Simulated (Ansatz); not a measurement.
# TePb under changes of volume

One of the cells (33.730 Å³/atom); the others are scaled copies at fixed shape and fractional positions:

```
CELL_PARAMETERS angstrom
0.00000 3.23100 3.23100
3.23100 0.00000 3.23100
3.23100 3.23100 0.00000
ATOMIC_POSITIONS crystal
Pb 0.00000 0.00000 0.00000
Te 0.50000 0.50000 0.50000
```

```yaml
Program: Ansatz 0.2.0
Functional: PBE
Potentials_or_basis: Ansatz NC
Cutoff: "1120 eV (not typed: the program's choice for these potentials)"
k_mesh: 7 × 7 × 7
Occupations: fermi-dirac, width 0.05 eV
Spin: no spin polarisation
```

```csv
volume (Å³/atom),energy over the lowest point (meV/atom),pressure (GPa)
31.706,58.25,5.5
32.380,37.60,4.3
33.055,?,?
33.730,10.80,2.2
34.404,3.68,1.2
35.079,0.20,0.4
35.753,0.00,-0.3
```

Problem. What does the run at 33.055 Å³/atom give?

Solution. Energy over the lowest point 21.95 meV/atom; pressure 3.2 GPa.

Worked out: A Birch-Murnaghan fit of order 3 (a polynomial in V^(-2/3)) to the other rows has its minimum at 35.46 Å³/atom with B0 = V·E''(V) = 38 GPa and B' = 4.5. It gives 21.95 meV/atom at 33.055 Å³/atom, against the run's 21.95, and -dE/dV = 3.2 GPa, against 3.2.

Energies are extrapolated to zero smearing.
